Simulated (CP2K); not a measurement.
BP:

```xyz
2
Lattice="3.2089 0.0000 0.0000 1.6044 2.7789 0.0000 1.6044 0.9263 2.6200" Properties=species:S:1:pos:R:3 pbc="T T T"
P     4.8133    2.7789    1.9650
B     0.0000    0.0000    0.0000
```

Program: CP2K 2026.2. Alike in all runs: task atomic charges; potentials or basis POTENTIAL_UZH P GTH-PBE-q5, B GTH-PBE-q3; TZVP-MOLOPT-PBE-GTH basis; no spin polarisation; cell as given; k mesh 10 × 10 × 10; smearing fermi-dirac 0.05 eV.

**Question.** Order these runs on this cell by their pressure, lowest first.
A. level LDA
B. level TPSS
C. level HLE16

**Answer.** C (-31.0 GPa), A (-1.1 GPa), B (0.8 GPa).

Caveats: the potentials were made for another functional, which shifts forces and pressure; the basis of atomic orbitals isn't converged, which shifts pressures, moduli and gaps; the potentials were made for a functional far from this one (some runs); the cell as given lies far from equilibrium (some runs).
